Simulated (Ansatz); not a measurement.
## ScAl$_{3}$: do energies and stresses tell the same story?

Method: Ansatz 0.2.0, DFT PBEsol, scalar-relativistic, plane waves, PAW.

Plane waves to 420 eV, a k mesh through Γ of 10×10×10 on the computed 4-atom cell and Gaussian smearing (0.10 eV); no spin polarisation.

Relaxed cell: Pm-3m, a = 4.071 Å, b = 4.071 Å, c = 4.071 Å, α = 90.00°, β = 90.00°, γ = 90.00°, 4 atoms in the primitive cell. Whether it is the stable form of this composition wasn't checked.

Energies at zero smearing and pressures from the stress tensor, at volumes with shape and atoms relaxed:
| V (Å³/atom) | E − E(first) (meV/atom) | P (GPa) |
| --- | --- | --- |
| 15.859 | 0.00 | 6.41 |
| 16.365 | -14.58 | 2.95 |
| 16.871 | -19.00 | -0.02 |
| 17.377 | -14.70 | -2.57 |
| 17.883 | -2.95 | -4.74 |

Question: Check P = −dE/dV between neighbouring volumes, and get the bulk modulus from the pressures alone.

Answer: With 1 eV/Å³ = 160.2 GPa:
```
middle V (Å³/atom)  −ΔE/ΔV (GPa) mean P (GPa)
            16.112         4.615         4.680
            16.618         1.401         1.464
            17.124        -1.361        -1.295
            17.630        -3.720        -3.656
```

The two differ by 0.07 GPa at most. The mean of two end pressures misses the average over a step by about ΔV² P″/12, up to 0.04 GPa here; with that taken off 0.04 GPa remains. The stress is the derivative of the free energy, not of the energy at zero smearing, and with free energies 0.00 GPa remains. Around V = 16.871 Å³/atom, the two neighbours give B = −V ΔP/ΔV = 16.871 × 5.52 / 1.012 = 92.0 GPa, against B0 = 91.9 GPa from the Birch–Murnaghan fit of the energies.